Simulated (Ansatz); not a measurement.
## Kick test of a cell of HfSi₂O₆

The structure comes from a generated guess, relaxed at this level; another structure or a mixture of phases may lie lower.

All numbers below come from Ansatz 0.2.0, DFT PBE, scalar-relativistic, plane waves, PAW. Plane waves to 420 eV, a k mesh through Γ of 6×6×4 on the computed 9-atom cell and Gaussian smearing (0.02 eV); no spin polarisation.

The cell below (9 atoms, space group C222 (No. 21)) is relaxed within its symmetry.

```
CELL_PARAMETERS angstrom
2.60787 -4.94798 0.00000
2.60787 4.94798 0.00000
0.00000 0.00000 6.01964
ATOMIC_POSITIONS crystal
Hf 0.50000 0.50000 0.00000
Si 0.50000 0.00000 0.34434
Si 0.00000 0.50000 0.65566
O 0.82331 0.58897 0.81125
O 0.22341 0.77659 0.50000
O 0.58897 0.82331 0.18875
O 0.17669 0.41103 0.81125
O 0.77659 0.22341 0.50000
O 0.41103 0.17669 0.18875
```

For the test it was strained at random (σ = 1.5 % a component), the atoms were moved at random (σ = 0.10 Å), and all was relaxed again on a coarse 4×4×2 mesh (in the run’s order of axes) with 0.10 eV smearing, with no symmetry imposed.

These runs have no spin–orbit coupling, which can matter for Hf.

Question: Does it come back?

Answer: It doesn't return. The energy falls by 6 meV/atom on that mesh, the volume changes by -5.6 %, and the end has space group C2 (No. 5) at a loose tolerance. Relaxed again on a 6×6×4 mesh with 0.02 eV smearing, the new structure lies 7 meV/atom below the first (mesh in the axes of the run's cell; the cell below is made exact in the group named). Space group C2 (No. 5), monoclinic, a = 9.911 Å, b = 5.016 Å, c = 5.885 Å, β = 91.7°. Hf is surrounded by 4 O at 1.94–1.96 Å; around Si lie 4 O at 1.63–1.64 Å; around O on its first site lie 1 Si at 1.63 Å and 1 Hf at 1.94 Å; around O on its second site lie 2 Si at 1.64 Å; 1 more site not described.

```
CELL_PARAMETERS angstrom
4.95536 -2.50794 0.00000
4.95536 2.50794 0.00000
-0.17646 0.00000 5.88222
ATOMIC_POSITIONS crystal
Hf 0.45879 0.54121 0.00000
Si 0.51940 0.98656 0.65518
Si 0.01344 0.48060 0.34482
O 0.79160 0.42957 0.20228
O 0.30484 0.15509 0.43188
O 0.57043 0.20840 0.79772
O 0.12594 0.62858 0.18263
O 0.84491 0.69516 0.56812
O 0.37142 0.87406 0.81737
```
